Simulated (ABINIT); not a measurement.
Here is an ABINIT 10.8.3 (patched build) calculation.

The input run.abi:

```
# Datasets: one volume each
ndtset 7
getwfk -1
scalecart1 3*0.9795861087
scalecart2 3*0.9864848297
scalecart3 3*0.9932883884
scalecart4 3*1.0000000000
scalecart5 3*1.0066227096
scalecart6 3*1.0131594038
scalecart7 3*1.0196128224

# Pseudopotentials
pp_dirpath "./"
pseudos "Ta.upf, N.upf"

# Structure
acell 3*1.0
rprim
     5.5520153542     0.0000000000     0.0000000000
    -2.7760076771     4.8081863389     0.0000000000
     0.0000000000     0.0000000000     5.4480804173
ntypat 2
znucl 73 7
natom 2
typat 1 2
xred
     0.0000000000     0.0000000000     0.5000000000
     0.6666666667     0.3333333333     0.0000000000

# Plane-wave basis
ecut 42.0

# k points
kptopt 1
ngkpt 10 10 9
nshiftk 1
shiftk 0.0 0.0 0.0

# Exchange and correlation
ixc -116133

# Bands and occupations
nband 13
occopt 3
tsmear 0.05 eV

# SCF cycle
nstep 100
tolvrs 1.0e-10

# Output
iomode 3
prtwf 1
prtden 0
prteig 0
prtebands 0
enunit 2
```

Potentials or basis: PseudoDojo NC SR PBEsol v0.4.1 standard.

Launch:

```sh
$ abinit run.abi > log 2>&1
```

(1) What does it give for the equilibrium volume?

(2) What does it give for the bulk modulus at fixed shape and positions?

(3) Predict the pressure derivative of the bulk modulus.

Results:

(1) 10.62 Å³/atom.

(2) 361 GPa.

(3) 4.3.

Caveat: pressures at fixed basis lie under the slope of the energies; the cell was scaled at fixed shape and fractional positions, which overstates the stiffness of a crystal with free parameters, most of all of layers and chains.
